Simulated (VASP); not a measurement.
# MgO (Immm) in VASP: single point with PBE

Aim: the single point of MgO with PBE.

Everything below comes from runs of VASP 6.6.1. Logs are shortened: lines on timing, memory, paths and dates and some standing lists are left out, and cuts for length are marked.

### Step 1. The cell of the first run

The structure is orthorhombic, space group Immm (No. 71). The conventional cell has a = 2.893 Å, b = 3.053 Å, c = 4.204 Å, α = 90.00°, β = 90.00°, γ = 90.00°. Around Mg (site symmetry mmm) lie 6 O at 2.10 Å. O (site symmetry mmm) has 6 Mg at 2.10 Å as nearest neighbours.

The cell was built by a generator and needn't be a form met in nature.

### Step 2. Single point, PBE (shear_xy strain +5.4%)

INCAR

```
ALGO = Normal ; EDIFF = 1E-7
ENCUT = 520 ; GGA = PE
ISIF = 2 ; ISMEAR = -1
LASPH = T ; LCHARG = F
LREAL = F ; LWAVE = F
NBANDS = 11 ; NELM = 80
PREC = Accurate ; SIGMA = 0.02
```

KPOINTS

```
k-points
0
Gamma
  10 10 10
```

POSCAR

```
MgO
1.0
    0.0563380867      2.1021674158      2.1021674158
    2.1021674158      0.0563380867      2.1021674158
    2.1585055026      2.1585055026      0.0000000001
Mg O
1 1
Direct
    0.0000000000      0.0000000000      0.0000000000
    0.5000000000      0.5000000000      0.5000000000
```

Potentials or basis: VASP PAW PBE potentials, release 64 (Mg, O).

Started as:

```console
cat potpaw_PBE.64/Mg/POTCAR potpaw_PBE.64/O/POTCAR > POTCAR
mpirun -np 1 vasp_std > vasp.out
```

OUTCAR:

```text
EDIFF = 1E-7
   ENCUT = 520
   GGA = PE
   ISIF = 2
   ISMEAR = -1
   LASPH = T
   LREAL = F
   NELM = 80
   PREC = Accurate

 ion  position               nearest neighbor table
   1  0.000  0.000  0.000-   2 2.10   2 2.10   2 2.10   2 2.10   2 2.10   2 2.10
   2  0.500  0.500  0.500-   1 2.10   1 2.10   1 2.10   1 2.10   1 2.10   1 2.10

  LATTYP: Found a body centered orthorhombic cell.
 ALAT       =     2.8932395835
 B/A-ratio  =     1.0550760378
 C/A-ratio  =     1.4531582021

  Lattice vectors:

 A1 = (   2.1021674159,   0.0563380868,  -2.1021674157)
 A2 = (  -2.1021674158,  -0.0563380867,  -2.1021674158)
 A3 = (   0.0563380867,   2.1021674158,   2.1021674158)

Analysis of symmetry for initial positions (statically):
=====================================================================
 Subroutine PRICEL returns:
 Original cell was already a primitive cell.

 Routine SETGRP: Setting up the symmetry group for a
 body centered orthorhombic supercell.

 Subroutine GETGRP returns: Found  8 space group operations
 (whereof  8 operations were pure point group operations)
 out of a pool of  8 trial point group operations.

The static configuration has the point symmetry D_2h.

Analysis of symmetry for dynamics (positions and initial velocities):
=====================================================================
 Subroutine PRICEL returns:
 Original cell was already a primitive cell.

 Routine SETGRP: Setting up the symmetry group for a
 body centered orthorhombic supercell.

 Subroutine GETGRP returns: Found  8 space group operations
 (whereof  8 operations were pure point group operations)
 out of a pool of  8 trial point group operations.

The dynamic configuration has the point symmetry D_2h.

 Subroutine INISYM returns: Found  8 space group operations
 (whereof  8 operations are pure point group operations),
 and found     1 'primitive' translations

----------------------------------------------------------------------------------------

                                     Primitive cell

  volume of cell :      18.5661

  direct lattice vectors                    reciprocal lattice vectors
     0.056338087  2.102167416  2.102167416    -0.244399664  0.244399664  0.237849753
     2.102167416  0.056338087  2.102167416     0.244399664 -0.244399664  0.237849753
     2.158505503  2.158505503  0.000000000     0.231641754  0.231641754 -0.237849753

  length of vectors
     2.973447438  2.973447438  3.052587756     0.419565127  0.419565127  0.404831210

  position of ions in fractional coordinates (direct lattice)
     0.000000000  0.000000000  0.000000000
     0.500000000  0.500000000  0.500000000

  ion indices of the primitive-cell ions
   primitive index   ion index
                 1           1
                 2           2

----------------------------------------------------------------------------------------

 KPOINTS: k-points

Automatic generation of k-mesh.
 Grid dimensions read from file:
 generate k-points for:   10   10   10

 Generating k-lattice:

  Cartesian coordinates                     Fractional coordinates (reciprocal lattice)
    -0.024439966  0.024439966  0.023784975     0.100000000 -0.000000000 -0.000000000
     0.024439966 -0.024439966  0.023784975    -0.000000000  0.100000000 -0.000000000
     0.023164175  0.023164175 -0.023784975    -0.000000000 -0.000000000  0.100000000

  Length of vectors
     0.041956513  0.041956513  0.040483121

  Shift w.r.t. Gamma in fractional coordinates (k-lattice)
     0.000000000  0.000000000  0.000000000

 Subroutine IBZKPT returns following result:
 ===========================================

 Found    171 irreducible k-points:

 Following reciprocal coordinates:
            Coordinates               Weight
  0.000000  0.000000  0.000000      1.000000
  0.100000 -0.000000 -0.000000      4.000000
  0.200000 -0.000000 -0.000000      4.000000
  0.300000 -0.000000 -0.000000      4.000000
  0.400000  0.000000  0.000000      4.000000
  0.500000  0.000000 -0.000000      2.000000
[... 16 lines left out ...]
  0.300000  0.300000 -0.000000      2.000000
  0.400000  0.300000 -0.000000      4.000000
 [... further k-points ...]
   k-points           NKPTS =    171   k-points in BZ     NKDIM =    171   number of bands    NBANDS=     11
   number of dos      NEDOS =    301   number of ions     NIONS =      2
   total plane-waves  NPLWV =  13824
   dimension x,y,z NGX =    24 NGY =   24 NGZ =   24
   dimension x,y,z NGXF=    48 NGYF=   48 NGZF=   48
   ions per type =               1   1
   NGX,Y,Z   is equivalent  to a cutoff of  13.42, 13.42, 13.07 a.u.
   NGXF,Y,Z  is equivalent  to a cutoff of  26.84, 26.84, 26.14 a.u.
 SYSTEM =  unknown system
   PREC   = accura    normal or accurate (medium, high low for compatibility)
   ISTART =      0    job   : 0-new  1-cont  2-samecut
   ICHARG =      2    charge: 1-file 2-atom 10-const
   ISPIN  =      1    spin polarized calculation?
   LNONCOLLINEAR =      F non collinear calculations
   LSORBIT =      F    spin-orbit coupling
   LASPH  =      T    aspherical Exc in radial PAW
   ENCUT  =  520.0 eV  38.22 Ry    6.18 a.u.   5.53  5.53  5.68*2*pi/ulx,y,z
   NELM   =     80;   NELMIN=  2; NELMDL= -5     # of ELM steps
   EDIFF  = 0.1E-06   stopping-criterion for ELM
   LREAL  =      F    real-space projection
   EDIFFG = 0.1E-05   stopping-criterion for IOM
   NSW    =      0    number of steps for IOM
   IBRION =     -1    ionic relax: 0-MD 1-quasi-New 2-CG
   NFREE  =      0    steps in history (QN), initial steepest desc. (CG)
   ISIF   =      2    stress and relaxation
   ISYM   =      2    0-nonsym 1-usesym 2-fastsym
   POTIM  = 0.5000    time-step for ionic-motion
   TEBEG  =    0.0;   TEEND  =   0.0 temperature during run
   PSTRESS=    0.0 pullay stress
   NELECT =       8.0000    total number of electrons
   NUPDOWN=      -1.0000    fix difference up-down
   EMIN   =  10.00;   EMAX   =-10.00  energy-range for DOS
   EFERMI =   0.00;   METHOD = LEGACY
   ISMEAR =    -1;   SIGMA  =   0.02  broadening in eV -4-tet -1-fermi 0-gaus
   EFERMI_NEDOS =   21; number of points for ismear=-14 and -15
   IALGO  =     38    algorithm
   IMIX   =      4    mixing-type and parameters
     AMIX     =   0.40;   BMIX     =  1.00
     AMIX_MAG =   1.60;   BMIX_MAG =  1.00
  volume/ion in A,a.u.               =       9.28        62.64
  Fermi-wavevector in a.u.,A,eV,Ry     =   1.236512  2.336668 20.802778  1.528961
  Thomas-Fermi vector in A             =   2.371117
   LORBIT       =      0    0 simple, 1 ext, 2 COOP (PROOUT), +10 PAW based schemes
   GGA     = PE    functional components
   LHFCALC =     F    Hartree Fock is set to
   AEXX    =    0.0000 exact exchange contribution
   IVDW    =     0    specifies the selected vdW correction
   LEPSILON=     F    determine dielectric tensor
   LRPA    =     F    only Hartree local field effects (RPA)
 non-spin polarized calculation
  energy-cutoff  :      520.00
  volume of cell :       18.57
 maximum number of plane-waves:       519
 NGX is ok and might be reduce to    24
   NGX = 11   NGY = 11   NGZ = 11

 number of electron       8.0000000 magnetization

 Free energy of the ion-electron system (eV)
  ---------------------------------------------------
  ext. energy  EPLUGINS =         0.00000000
  ---------------------------------------------------
  free energy    TOTEN  =       -11.87742317 eV

  energy without entropy =      -11.87742317  energy(sigma->0) =      -11.87742317

 E-fermi :   3.8652     XC(G=0): -11.1095

 val. band max:        3.4532229226   @ k =   0.0000   0.0000   0.0000
 cond. band min:       7.9926567237   @ k =   0.0000   0.0000   0.0000
 fundamental gap:      4.5394338011
 Fermi energy:         3.8651705965

 k-point     1 :       0.0000    0.0000    0.0000
  band No.  band energies     occupation
      1     -14.0541      2.00000
      2       3.0474      2.00000
      3       3.2321      2.00000
      4       3.4532      2.00000
      5       7.9927      0.00000
      6      18.3079      0.00000
      7      19.1147      0.00000
      8      19.8804      0.00000
      9      22.9495      0.00000
     10      24.7947      0.00000
     11      24.8446      0.00000

 k-point     2 :       0.1000   -0.0000   -0.0000
  band No.  band energies     occupation
      1     -13.9417      2.00000
      2       2.7057      2.00000
      3       2.9771      2.00000
      4       3.2425      2.00000
      5       8.6237      0.00000
      6      18.1184      0.00000
      7      18.5690      0.00000
      8      19.6338      0.00000
      9      23.9096      0.00000
     10      24.0612      0.00000
     11      24.7457      0.00000

 k-point     3 :       0.2000   -0.0000   -0.0000
  band No.  band energies     occupation
      1     -13.6324      2.00000
      2       1.3843      2.00000
      3       2.7995      2.00000
      4       3.0362      2.00000
      5       9.8003      0.00000
      6      16.5229      0.00000
      7      19.1239      0.00000
      8      19.9783      0.00000
      9      23.0119      0.00000
     10      23.5831      0.00000
     11      25.4695      0.00000
[... 267 lines left out ...]
 k-point    23 :       0.3000    0.3000   -0.0000
  band No.  band energies     occupation
      1     -13.0539      2.00000
      2       0.0661      2.00000
      3       2.0138      2.00000
      4       2.5990      2.00000
      5      12.0399      0.00000
      6      13.7799      0.00000
      7      17.7708      0.00000
      8      20.6676      0.00000
      9      21.8742      0.00000
     10      27.5078      0.00000
     11      30.6823      0.00000

 k-point    24 :       0.4000    0.3000   -0.0000
  band No.  band energies     occupation
      1     -12.7975      2.00000
      2      -0.3367      2.00000
      3       1.8572      2.00000
      4       2.1916      2.00000
      5      12.4437      0.00000
      6      13.8819      0.00000
      7      16.9288      0.00000
      8      20.9435      0.00000
      9      22.2864      0.00000
     10      28.1405      0.00000
     11      30.3284      0.00000

 [... further k-points ...]

------------------------ aborting loop because EDIFF is reached ----------------------------------------

  FORCE on cell =-STRESS in cart. coord.  units (eV):
  Direction    XX          YY          ZZ          XY          YZ          ZX
  --------------------------------------------------------------------------------------
  -------------------------------------------------------------------------------------
  Total        0.6092627      0.6092627      0.5367282     -0.9236773     -0.0000000     -0.0000000
  in kB       52.5769425     52.5769425     46.3175012    -79.7096708     -0.0000000     -0.0000000
  external PRESSURE =      50.4904620 kB  Pullay stress =       0.0000000 kB

 VOLUME and BASIS-vectors are now :
 -----------------------------------------------------------------------------
  energy-cutoff  :      520.00
  volume of cell :       18.57
      direct lattice vectors                 reciprocal lattice vectors
     0.056338087  2.102167416  2.102167416    -0.244399664  0.244399664  0.237849753
     2.102167416  0.056338087  2.102167416     0.244399664 -0.244399664  0.237849753
     2.158505503  2.158505503  0.000000000     0.231641754  0.231641754 -0.237849753

 POSITION                                       TOTAL-FORCE (eV/Angst)
 -----------------------------------------------------------------------------------
      0.00000      0.00000      0.00000         0.000000      0.000000      0.000000
      2.15851      2.15851      2.10217        -0.000000      0.000000     -0.000000
 -----------------------------------------------------------------------------------
    total drift:                               -0.000000     -0.000000      0.000000

  FREE ENERGIE OF THE ION-ELECTRON SYSTEM (eV)
  ---------------------------------------------------
  free  energy   TOTEN  =       -11.8774231659 eV

  energy  without entropy=      -11.8774231659  energy(sigma->0) =      -11.87742317
```

Wall time 38 s (1 thread of Intel Xeon Platinum 8259CL at 2.50GHz (Skylake/Cascade Lake), shared host); peak memory 0.17 GiB.

Results:

| Quantity | Value |
| --- | --- |
| Free energy | -11.8774 eV |
| Pressure | 5.0 GPa |
| Band gap on the k mesh | 4.54 eV, direct |
